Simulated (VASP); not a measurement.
The system is HfO2.

```xyz
3
Lattice="0.0000 2.5575 2.5575 2.5575 0.0000 2.5575 2.5575 2.5575 0.0000" Properties=species:S:1:pos:R:3 pbc="T T T"
Hf    0.0000    0.0000    0.0000
O     3.8363    3.8363    3.8363
O     1.2788    1.2788    1.2788
```

Measurements of this composition are mostly on another form, of space group No. 14.

Base run:

| Item | Value |
| --- | --- |
| Program | VASP 6.6.1 |
| Functional | HSE03 |
| Potentials or basis | VASP PAW PBE potentials, release 64 (Hf_pv, O) |
| Cutoff | 520 eV |
| k mesh | 6 × 6 × 6 |
| Occupations | gaussian, width 0.02 eV |
| Spin | no spin polarisation |

Its results: band gap on the k mesh 5.00 eV, direct; pressure -13.0 GPa.

After a change of settings the same cell gave: band gap on the k mesh 6.01 eV, direct; pressure -13.2 GPa. Which change was it?
A. functional from HSE03 to HSE06
B. functional from HSE03 to PBE0
C. functional from HSE03 to r2SCAN-EpsX

B.

Caveats: the PAW data sets were made with another functional, which shifts forces and pressure a little; spin-orbit coupling is left out, which moves the levels of the heavy elements.

Not every run made on this cell is shown here.
